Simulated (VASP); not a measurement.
Wanted: the native input for a VASP 6.6.1 run.

```yaml
Task: single point
Functional: PBE
Potentials_or_basis: VASP PAW PBE potentials, release 64 (Co, O)
Cutoff: 520 eV
k_mesh: 11 × 11 × 11
Occupations: fermi-dirac, width 0.05 eV
Spin: collinear spin, ferromagnetic start
Starting_moments: "[3.5, 0.0] μB"
Further_INCAR_settings: ALGO = Fast; EDIFF = 1e-06
```

The structure of CoO lies in POSCAR:

```
CoO
1.0
    0.0000000000      2.1315000000      2.1315000000
    2.1315000000      0.0000000000      2.1315000000
    2.1315000000      2.1315000000      0.0000000000
Co O
1 1
Direct
    0.0000000000      0.0000000000      0.0000000000
    0.5000000000      0.5000000000      0.5000000000
```

These files were run (other wordings do the same):

INCAR

```
SYSTEM = CoO
ALGO = Fast ; EDIFF = 1E-6
ENCUT = 520 ; GGA = PE
ISIF = 2 ; ISMEAR = -1
ISPIN = 2 ; LASPH = .True.
LCHARG = .False. ; LMAXMIX = 4
LORBIT = 11 ; LREAL = .False.
LWAVE = .False. ; MAGMOM = 3.5 0
NELM = 150 ; PREC = Accurate
SIGMA = 0.05
```

KPOINTS

```
k-points
0
Gamma
  11 11 11
  0 0 0
```

Potentials or basis: VASP PAW PBE potentials, release 64 (Co, O).

Command:

```console
$ cat potpaw_PBE.64/Co/POTCAR potpaw_PBE.64/O/POTCAR > POTCAR
$ mpirun -np 1 vasp_std > vasp.out
```

Results of the run:

The pressure is -2.5 GPa. The band gap on the k mesh is none (metal or under the smearing width) and the net moment is 2.90 μB per cell. The site moments are Co +2.55; O +0.29 μB and the valence electrons inside the program's atomic spheres are Co 7.79; O 4.98.

Caveat: a cell with one magnetic atom can't hold antiferromagnetic order, which such compounds often take; semilocal functionals often make such compounds metallic where correlation or magnetic order opens a gap, which also shifts bond lengths.

It took 17 s on 1 thread of Intel(R) Xeon(R) 6975P-C (Granite Rapids) (shared host), peak memory 0.16 GiB.
